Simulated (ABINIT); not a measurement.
# CdO2 (P-3m1) in ABINIT: settings compared

One crystal, CdO2, is run at these levels: PBEsol, LDA; tasks: single point.

All numbers are computed with ABINIT 10.8.3 (patched build); they aren't measurements. Logs are shortened: lines on timing, memory, paths and dates and some standing lists are left out, and cuts for length are marked. The log counts tension as positive stress, the text compression.

## Step 1: Starting point

It takes space group P-3m1 (No. 164, trigonal). Conventional cell: a = 3.476 Å, b = 3.476 Å, c = 4.148 Å, α = 90.00°, β = 90.00°, γ = 120.00°. Cd (site symmetry -3m) is surrounded by 6 O at 2.25 Å. Around O (site symmetry 3m) lie 3 Cd at 2.25 Å.

The cell comes from a database or a generator and needn't be the stable form of this composition.

## Step 2: Single point, PBEsol

Contents of run.abi:

```
# Pseudopotentials
pp_dirpath "./"
pseudos "Cd.upf, O.upf"

# Structure
acell 3.4762295762 3.4762295761 4.148076 Angstrom
rprim
     1.0000000000     0.0000000000     0.0000000000
    -0.5000000000     0.8660254038     0.0000000000
     0.0000000000     0.0000000000     1.0000000000
ntypat 2
znucl 48 8
natom 3
typat 1 2 2
xcart
     0.0000000000     0.0000000000     0.0000000000
    -0.0000000003     3.7926842658     1.9143662119
     3.2845609230     1.8963421326     5.9243613723

# Plane-wave basis
ecut 51.0

# k points
kptopt 1
ngkpt 7 7 5
nshiftk 1
shiftk 0.0 0.0 0.0

# Exchange and correlation
ixc -116133

# Bands and occupations
nband 20
occopt 3
tsmear 0.05 eV

# SCF cycle
nstep 100
tolvrs 1.0e-10

# Output
iomode 3
prtwf 0
prtden 0
prteig 0
prtebands 0
```

Potentials or basis: PseudoDojo NC SR PBEsol v0.4.1 standard.

The run is started by

```sh
$ abinit run.abi > log 2>&1
```

run.abo:

```text
.Version 10.8.3 of ABINIT
 Symmetries : space group P-3 m 1 (#164); Bravais hP (primitive hexag.)
================================================================================
 Values of the parameters that define the memory need of the present run
     intxc =       0    ionmov =       0      iscf =       7    lmnmax =       6
     lnmax =       6     mgfft =      54  mpssoang =       3    mqgrid =    3001
     natom =       3  nloc_mem =       1    nspden =       1   nspinor =       1
    nsppol =       1      nsym =      12    n1xccc =    2501    ntypat =       2
    occopt =       3   xclevel =       2
       mpw =        5129          nfft =      109350          nkpt =          32
================================================================================
================================================================================

--------------------------------------------------------------------------------
------------- Echo of variables that govern the present computation ------------
--------------------------------------------------------------------------------
 -outvars: echo values of preprocessed input variables --------
            acell      6.5691218498E+00  6.5691218496E+00  7.8387275895E+00 Bohr
              amu      1.12411000E+02  1.59994000E+01
             ecut      5.10000000E+01 Hartree
              ixc     -116133
         kptrlatt        7    0    0      0    7    0      0    0    5
          kptrlen      3.91936379E+01
            natom           3
            nband          20
            ngfft          45      45      54
             nkpt          32
            nstep         100
             nsym          12
           ntypat           2
           occopt           3
           prtden           0
        prtebands           0
           prteig           0
            prtwf           0
            rprim      1.0000000000E+00  0.0000000000E+00  0.0000000000E+00
                      -5.0000000000E-01  8.6602540380E-01  0.0000000000E+00
                       0.0000000000E+00  0.0000000000E+00  1.0000000000E+00
          spgroup         164
           tolvrs      1.00000000E-10
           tsmear      1.83746611E-03 Hartree
            typat      1  2  2
           xangst      0.0000000000E+00  0.0000000000E+00  0.0000000000E+00
                       3.3333543663E-11  2.0070020816E+00  1.0130389734E+00
                       1.7381147881E+00  1.0035010408E+00  3.1350370266E+00
            xcart      0.0000000000E+00  0.0000000000E+00  0.0000000000E+00
                       6.2991268329E-11  3.7926842683E+00  1.9143662145E+00
                       3.2845609249E+00  1.8963421341E+00  5.9243613749E+00
             xred      0.0000000000E+00  0.0000000000E+00  0.0000000000E+00
                       3.3333333333E-01  6.6666666667E-01  2.4421900017E-01
                       6.6666666667E-01  3.3333333333E-01  7.5578099983E-01
            znucl       48.00000    8.00000

[... 112 lines left out ...]
       0.666666666667      0.333333333333      0.755780999827
 rms dE/dt=  2.1441E-02; max dE/dt=  4.5484E-02; dE/dt below (all hartree)
    1       0.000000000000      0.000000000000      0.000000000000
    2       0.000000000000     -0.000000000000      0.045483696858
    3       0.000000000000      0.000000000000     -0.045483696858

 cartesian coordinates (angstrom) at end:
    1      0.00000000000000     0.00000000000000     0.00000000000000
    2      0.00000000003333     2.00700208156234     1.01303897336229
    3      1.73811478811667     1.00350104078117     3.13503702663771

 cartesian forces (hartree/bohr) at end:
    1      0.00000000000000    -0.00000000000000     0.00000000000000
    2      0.00000000000000     0.00000000000000    -0.00580243366534
    3     -0.00000000000000    -0.00000000000000     0.00580243366534
 frms,max,avg= 2.7352935E-03 5.8024337E-03   0.000E+00  0.000E+00  0.000E+00 h/b

 cartesian forces (eV/Angstrom) at end:
    1      0.00000000000000    -0.00000000000000     0.00000000000000
    2      0.00000000000000     0.00000000000000    -0.29837313566821
    3     -0.00000000000000    -0.00000000000000     0.29837313566821
 frms,max,avg= 1.4065445E-01 2.9837314E-01   0.000E+00  0.000E+00  0.000E+00 e/A
 length scales=  6.569121849798  6.569121849610  7.838727589451 bohr
              =  3.476229576200  3.476229576100  4.148076000000 angstroms
 Fermi (or HOMO) energy (hartree) =   0.10981   Average Vxc (hartree)=  -0.39101
 Eigenvalues (hartree) for nkpt=  32  k points:
 kpt#   1, nband= 20, wtk=  0.00408, kpt=  0.0000  0.0000  0.0000 (reduced coord)
  -3.58147   -2.15154   -2.15099   -2.15099   -0.51756   -0.46483   -0.15567   -0.15567
  -0.14213   -0.11965   -0.11965    0.02984    0.07515    0.07515    0.10772    0.10772
   0.11109    0.22820    0.41775    0.60701
      occupation numbers for kpt#   1
   2.00000    2.00000    2.00000    2.00000    2.00000    2.00000    2.00000    2.00000
   2.00000    2.00000    2.00000    2.00000    2.00000    2.00000    1.51472    1.51472
   0.66649    0.00000    0.00000    0.00000
 prteigrs : prtvol=0 or 1, do not print more k-points.

--- !EnergyTerms
iteration_state     : {dtset: 1, }
comment             : Components of total free energy in Hartree
kinetic             :  8.26522841707784E+01
hartree             :  6.64042846214815E+01
xc                  : -3.20313914863558E+01
Ewald energy        : -1.20599062639196E+02
psp_core            :  3.90245008742011E+00
local_psp           : -2.07595193875097E+02
non_local_psp       : -7.34901641755841E-01
internal            : -2.08001530762725E+02
'-kT*entropy'       : -1.57315604042276E-03
total_energy        : -2.08003103918765E+02
total_energy_eV     : -5.66005280109644E+03
band_energy         : -2.28251585735007E+01
...

 Cartesian components of stress tensor (hartree/bohr^3)
  sigma(1 1)=  3.77555103E-04  sigma(3 2)=  0.00000000E+00
  sigma(2 2)=  3.77555104E-04  sigma(3 1)=  0.00000000E+00
  sigma(3 3)=  3.10857135E-04  sigma(2 1)= -2.27520598E-13

-Cartesian components of stress tensor (GPa)         [Pressure= -1.0454E+01 GPa]
- sigma(1 1)=  1.11080546E+01  sigma(3 2)=  0.00000000E+00
- sigma(2 2)=  1.11080547E+01  sigma(3 1)=  0.00000000E+00
- sigma(3 3)=  9.14573265E+00  sigma(2 1)= -6.69388710E-09

== END DATASET(S) ==============================================================
================================================================================

 -outvars: echo values of variables after computation  --------
            acell      6.5691218498E+00  6.5691218496E+00  7.8387275895E+00 Bohr
           etotal     -2.0800310392E+02
            fcart      4.2355738370E-28 -6.0740821457E-28  5.7824115866E-19
                       1.3663141410E-29  1.7591172967E-27 -5.8024336653E-03
                      -4.3722052511E-28 -1.1517090822E-27  5.8024336653E-03
            rprim      1.0000000000E+00  0.0000000000E+00  0.0000000000E+00
                      -5.0000000000E-01  8.6602540380E-01  0.0000000000E+00
                       0.0000000000E+00  0.0000000000E+00  1.0000000000E+00
           strten      3.7755510327E-04  3.7755510357E-04  3.1085713457E-04
                       0.0000000000E+00  0.0000000000E+00 -2.2752059793E-13
           xangst      0.0000000000E+00  0.0000000000E+00  0.0000000000E+00
                       3.3333543663E-11  2.0070020816E+00  1.0130389734E+00
                       1.7381147881E+00  1.0035010408E+00  3.1350370266E+00
             xred      0.0000000000E+00  0.0000000000E+00  0.0000000000E+00
                       3.3333333333E-01  6.6666666667E-01  2.4421900017E-01
                       6.6666666667E-01  3.3333333333E-01  7.5578099983E-01
 Calculation completed.
```

Wall time 5.6 min (1 thread of Intel Xeon at 2.50GHz (Skylake/Cascade Lake), shared host); peak memory 0.13 GiB.

Results:

```yaml
Free_energy: -5660.0528 eV
Pressure: -10.5 GPa
Largest_force: 0.298 eV/Å
Band_gap_on_the_k_mesh: none (metal or under the smearing width)
Valence_electrons_inside_the_program's_atomic_spheres: Cd 17.08; O 5.79
```

Forces in eV/Å, atoms in the order of the input:
```
Cd   0.000  0.000  0.000
O    0.000  0.000 -0.298
O    0.000  0.000  0.298
```

Levels at points of the mesh, in eV from the Fermi level:
```csv
k point,band 14,band 15,band 16,band 17,band 18,band 19
"(0.00, 0.00, 0.00)",-0.94,-0.06,-0.06,0.03,3.22,8.38
```

## Step 3: Single point, LDA

Contents of run.abi:

```
# Pseudopotentials
pp_dirpath "./"
pseudos "Cd.upf, O.upf"

# Structure
acell 6.5691218453 6.5691218452 7.8387275841
rprim
     1.0000000000     0.0000000000     0.0000000000
    -0.5000000000     0.8660254038     0.0000000000
     0.0000000000     0.0000000000     1.0000000000
ntypat 2
znucl 48 8
natom 3
typat 1 2 2
xred
     0.0000000000     0.0000000000     0.0000000000
     0.3333333333     0.6666666667     0.2442190000
     0.6666666667     0.3333333333     0.7557810000

# Plane-wave basis
ecut 46.0

# k points
kptopt 1
ngkpt 7 7 5
nshiftk 1
shiftk 0.0 0.0 0.0

# Exchange and correlation
ixc 7

# Bands and occupations
nband 20
occopt 3
tsmear 0.05 eV

# SCF cycle
nstep 100
tolvrs 1.0e-10

# Output
iomode 3
prtwf 0
prteig 0
prtebands 0
enunit 1
prtden 1
prtvha 1
prtvclmb 1
prtpot 1
prtelf 1
```

Potentials or basis: PseudoDojo NC SR LDA v0.4.1 standard.

The run is started by

```sh
$ abinit run.abi > log 2>&1
```

Run time: 2.1 min. Hardware: 1 thread of Arm Neoverse V1, shared host; peak memory 0.11 GiB.

It converged, with:

```
Free energy                                           : -5663.2013 eV
Largest force                                         : 0.478 eV/Å
Band gap on the k mesh                                : none (metal or under the smearing width)
Valence electrons inside the program's atomic spheres : Cd 17.06; O 5.77
```

Forces in eV/Å, atoms in the order of the input:
```
Cd   0.000  0.000  0.000
O    0.000  0.000 -0.478
O    0.000  0.000  0.478
```

Levels at points of the mesh, in eV from the Fermi level:
| k point | band 14 | band 15 | band 16 | band 17 | band 18 | band 19 |
| --- | --- | --- | --- | --- | --- | --- |
| (0.00, 0.00, 0.00) | -0.95 | -0.05 | -0.05 | 0.04 | 3.15 | 8.27 |

Caveat: the cutoff is too short for stress, so the log's stress isn't used.

## Step 4: Single point, LDA

run.abi: that of step 3 with these lines changed.

```diff
@@ -5,3 +5,3 @@
 # Structure
-acell 6.5691218453 6.5691218452 7.8387275841
+acell 3.4762295762 3.4762295761 4.148076 Angstrom
 rprim
@@ -34,3 +34,3 @@
 occopt 3
-tsmear 0.05 eV
+tsmear 0.00183747
 
@@ -43,2 +43,3 @@
 prtwf 0
+prtden 0
 prteig 0
@@ -46,6 +47 @@
 enunit 1
-prtden 1
-prtvha 1
-prtvclmb 1
-prtpot 1
-prtelf 1
```

The run is started by

```sh
$ abinit run.abi > log 2>&1
```

Wall time 1.8 min (1 thread of Arm Neoverse V2, shared host); peak memory 0.11 GiB.

Results (log left out):

```yaml
Free_energy: -5663.2013 eV
Largest_force: 0.478 eV/Å
Band_gap_on_the_k_mesh: none (metal or under the smearing width)
Valence_electrons_inside_the_program's_atomic_spheres: Cd 17.06; O 5.77
```

Forces on the atoms (eV/Å):
```
Cd   0.000  0.000  0.000
O    0.000  0.000 -0.478
O    0.000  0.000  0.478
```

Levels at points of the mesh, in eV from the Fermi level:
```csv
k point,band 14,band 15,band 16,band 17,band 18,band 19
"(0.00, 0.00, 0.00)",-0.95,-0.05,-0.05,0.04,3.15,8.27
```

Caveat: the cutoff is too short for stress, so the log's stress isn't used.
